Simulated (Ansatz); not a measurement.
**Ga₂O₃ under strain: Quadrupolar parameters**

The cell is a structure deposited in the COD, relaxed with PBE at fixed cell and then changed (z compressed by 2 %, ions relaxed).

```
CELL_PARAMETERS angstrom
6.10700 -1.51855 0.00000
6.10700 1.51855 0.00000
-1.38599 0.00000 5.51741
ATOMIC_POSITIONS crystal
Ga 0.08930 0.08930 0.79147
Ga 0.91070 0.91070 0.20853
Ga 0.66021 0.66021 0.31070
Ga 0.33979 0.33979 0.68930
O 0.17019 0.17019 0.10638
O 0.82981 0.82981 0.89362
O 0.17208 0.17208 0.55889
O 0.82792 0.82792 0.44111
O 0.49802 0.49802 0.25434
O 0.50198 0.50198 0.74566
```

Sites (sets of like atoms) are named by element and the number of their first atom in this list.

All values are calculated (Ansatz; DFT, PBE, plane waves and PAW, scalar-relativistic, 420 eV cutoff, Γ-centred 10×10×6 k-points, Fermi–Dirac smearing 0.02 eV), not measured.

V_zz is the principal component of the electric field gradient with the largest magnitude, η = (V_xx − V_yy)/V_zz and C_Q = eQV_zz/h.

⁷¹Ga: I = 3/2, Q = 107.0 mb; 17O: I = 5/2, Q = -25.58 mb. Quadrupole moments are those of Pyykkö's year-2017 table.

```csv
site,atoms (order as listed),first shell,V_zz (10²¹ V/m²),η,C_Q (MHz)
Ga1,"1, 2",4 O at 1.82–1.85 Å,-3.49,0.66,-9.02
Ga3,"3, 4",6 O at 1.93–2.05 Å,2.77,0.40,7.16
O5,"5, 6",3 Ga at 1.82–1.93 Å,-7.98,0.33,4.94
O7,"7, 8",4 Ga at 1.85–2.05 Å; also 1 Ga at 3.33 Å,3.98,0.12,-2.46
O9,"9, 10",3 Ga at 1.84–1.93 Å,-11.06,0.02,6.84
```

At O5 and O9 V_zz stands upright on the plane through its three neighbours (within 2°) in each case. At O7 V_zz points along its shortest bond, to Ga (within 1°).

At this changed cell the PBE pressure is 13 GPa.

The relaxation (7 steps) took 44 s of wall time (2.8 min of CPU time) and 1.1 GiB at its peak, on 4 threads of AMD EPYC 9R14 (Zen 4) (x86_64; 16 cores open to the job, memory cap 8.0 GiB, no GPU), a shared host with a load of 0.3 a core.
